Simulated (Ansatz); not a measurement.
**Bi₂Se₃: strain and displacement**

```
CELL_PARAMETERS angstrom
2.07150 1.19598 9.54533
-2.07150 1.19598 9.54533
0.00000 -2.39196 9.54533
ATOMIC_POSITIONS crystal
Bi 0.40080 0.40080 0.40080
Bi 0.59920 0.59920 0.59920
Se 0.00000 0.00000 0.00000
Se 0.21170 0.21170 0.21170
Se 0.78830 0.78830 0.78830
```

Atoms are numbered in the order listed.

The conventional cell has a = 4.143 Å, b = 4.143 Å, c = 28.636 Å, α = 90.00°, β = 90.00°, γ = 120.00°. Bi (atom 1) is surrounded by 6 Se at 2.85 to 3.07 Å. Around Se (atom 3) lie 6 Bi at 3.07 Å. Around Se (atom 4) lie 3 Bi at 2.85 Å.

The cell is COD entry 9011965, as deposited and not checked against the literature; nothing was relaxed.

No spin–orbit coupling, which matters for the heavy atoms here.

Theory: DFT, PBE, all-electron LAPW, scalar-relativistic in Ansatz 0.2.0.

The runs use a Γ-centred 6×6×6 k mesh, Fermi–Dirac smearing of 0.03 eV, basis error target 0.5 meV/atom, no spin polarisation.

The unchanged cell is at 2.53 GPa.

x, y and z are the Cartesian axes of the cell as listed; fractional coordinates follow a strain, and an engineering shear is twice the off-diagonal strain component.

**Question.** With this change (equal xy, yz and zx engineering shear strains of -3 %), what becomes of the energy and stress and forces?

**Answer.** Energy change +8 meV/atom; stress change (xx, yy, zz, yz, xz, xy) -0.89, 1.07, 0.10, 1.84, 0.82, 0.25 GPa, compression positive; change of the force on Se4 (-0.116, -0.253, -0.008) eV/Å.

**Question.** With this change (equal xy, yz and zx engineering shear strains of -1 %), what becomes of the energy and stress and forces?

**Answer.** Energy change under 1 meV/atom; stress change (xx, yy, zz, yz, xz, xy) -0.30, 0.32, 0.01, 0.60, 0.29, 0.09 GPa, compression positive; change of the force on Se4 (-0.040, -0.083, -0.001) eV/Å.

**Question.** With this change (equal xy, yz and zx engineering shear strains of +2 %), what becomes of the energy and stress and forces?

**Answer.** Energy change +4 meV/atom; stress change (xx, yy, zz, yz, xz, xy) 0.62, -0.54, 0.04, -1.18, -0.62, -0.17 GPa, compression positive; change of the force on Se4 (0.085, 0.161, -0.003) eV/Å.

**Question.** With this change (equal xy, yz and zx engineering shear strains of -2 %), what becomes of the energy and stress and forces?

**Answer.** Energy change +4 meV/atom; stress change (xx, yy, zz, yz, xz, xy) -0.60, 0.68, 0.04, 1.22, 0.56, 0.17 GPa, compression positive; change of the force on Se4 (-0.079, -0.167, -0.004) eV/Å.

**Question.** With this change (equal xy, yz and zx engineering shear strains of +1 %), what becomes of the energy and stress and forces?

**Answer.** Energy change under 1 meV/atom; stress change (xx, yy, zz, yz, xz, xy) 0.31, -0.29, 0.01, -0.59, -0.30, -0.09 GPa, compression positive; change of the force on Se4 (0.042, 0.081, -0.001) eV/Å.

**Question.** With this change (equal xy, yz and zx engineering shear strains of +3 %), what becomes of the energy and stress and forces?

**Answer.** Energy change +8 meV/atom; stress change (xx, yy, zz, yz, xz, xy) 0.94, -0.75, 0.10, -1.75, -0.95, -0.25 GPa, compression positive; change of the force on Se4 (0.129, 0.238, -0.008) eV/Å.
